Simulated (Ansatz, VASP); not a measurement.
## Sb in VASP and in Ansatz

The input INCAR:

```
SYSTEM = Sb
PREC = Accurate
ENCUT = 520
EDIFF = 1E-6
ISMEAR = -1
SIGMA = 0.05
LREAL = .False.
LASPH = .True.
NELM = 60
ALGO = Normal
ISIF = 2
LWAVE = .False.
LCHARG = .False.
GGA = RE
NBANDS = 12
```

Contents of KPOINTS:

```
regular mesh
0
Gamma
  9 9 5
  0 0 0
```

File POSCAR:

```
Sb
1.0
    0.0000000000     -2.3712425200     -2.3712425200
   -2.3712425200      0.0000000000     -2.3712425200
    2.3712425200      2.3712425200     -4.7424850400
Sb
2
Direct
    0.4898204400      0.4577360300      0.5601456900
    0.0101795600      0.0422639700      0.9398543100
```

The input input.yaml:

```yaml
crystal:
  lattice:
    - [0.0, -2.37124252, -2.37124252]
    - [-2.37124252, 0.0, -2.37124252]
    - [2.37124252, 2.37124252, -4.74248504]
  atoms:
    - { symbol: Sb, position: [0.48982044, 0.45773603, 0.56014569] }
    - { symbol: Sb, position: [0.01017956, 0.04226397, 0.93985431] }
hamiltonian:
  xc: revpbe
  pseudopotentials: { kind: paw }
kpoints:
  mp_grid: { grid: [9, 9, 5] }
  band_path:
    path:
      - [[0.0, 0.0, 0.0], [0.0, -0.5, 0.0], [0.375, -0.3125, 0.1875]]
      - [[0.3125, -0.3125, 0.5], [0.0, 0.0, 0.5], [0.0, 0.0, 0.0], [0.34375, -0.34375, 0.0]]
      - [[0.34375, -0.3125, 0.34375], [0.5, 0.0, 0.5], [0.46875, 0.0, 0.65625], [0.0, 0.0, 0.5]]
      - [[0.0, -0.5, 0.0], [0.0, -0.46875, 0.34375]]
    npoints: 14
scf:
  occupations: { method: fermi_dirac, width: 0.05 }
  n_extra_bands: 6
output:
  forces: true
  stress: true
  eigenvalues: true
  fatbands: true
```

Alike in both runs: functional revPBE; k mesh 9 × 9 × 5; occupations fermi-dirac, width 0.05 eV; no spin polarisation.

```csv
,VASP,Ansatz
version,VASP 6.6.1,Ansatz 0.2.0
potentials or method,"VASP PAW PBE potentials, release 64 (Sb)",Ansatz PAW
plane-wave cutoff (eV),520,420
valence electrons in the cell,10,30
task,single point,band structure
```

```tsv
	VASP	Ansatz	Ansatz less VASP
gap on the k mesh at the Fermi level (eV)	none	none	-
pressure (GPa)	14.2	14.1	-0.13
largest component of the traceless stress (GPa)	2.00	2.02	+0.017
rms of the force components (eV/Å)	1.190	1.159	-0.0317
```

Atom by atom the forces differ by 0.032 eV/Å (rms over components). A gap of «none» marks a metal or a gap that the smearing closes. The two sets of potentials don't hold the same shells in valence.

Caveats: the PAW data sets were made with another functional, which shifts forces and pressure a little (VASP); spin-orbit coupling is left out, which moves the levels of the heavy elements (Ansatz); the PAW data sets come from PBE, with cores solved anew for the run's functional, which leaves a small shift of forces and pressure (Ansatz); forces of over 1 eV/Å show positions far from the minimum, so gaps and moduli don't describe the material at rest (Ansatz). Spin-orbit coupling is left out, which matters for the levels of Sb.
